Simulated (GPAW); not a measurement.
CdTe:

```xyz
2
Lattice="0.0000 3.2050 3.2050 3.2050 0.0000 3.2050 3.2050 3.2050 0.0000" Properties=species:S:1:pos:R:3 pbc="T T T"
Te    4.8075    4.8075    4.8075
Cd    0.0000    0.0000    0.0000
```

Program: GPAW 26.7.0. Alike in all runs: task dielectric tensor; no spin polarisation; cell as given; k mesh 6 × 6 × 6; cutoff (eV) 450; smearing fermi-dirac 0.001 eV.

**Question.** Order these runs on this cell by their band gap on the k mesh, lowest first.
A. level RPBE; potentials or basis the program's PAW data sets (release 1.2.1) made for this functional, pw
B. level AM05; potentials or basis PAW data sets generated in the run's folder for this functional, pw
C. level LDA; potentials or basis the program's PAW data sets (release 1.2.1) made for this functional, pw

**Answer.** C (0.61 eV), B (0.84 eV), A (1.02 eV).

Caveats: the long-wavelength limit can be off by several per cent where d states take part; spin-orbit coupling is left out, which moves the levels of the heavy elements; the gap is small at this level, which inflates the dielectric constant (some runs).

A k mesh can miss the band edges.

Runs at the PBE level aren't shown here.
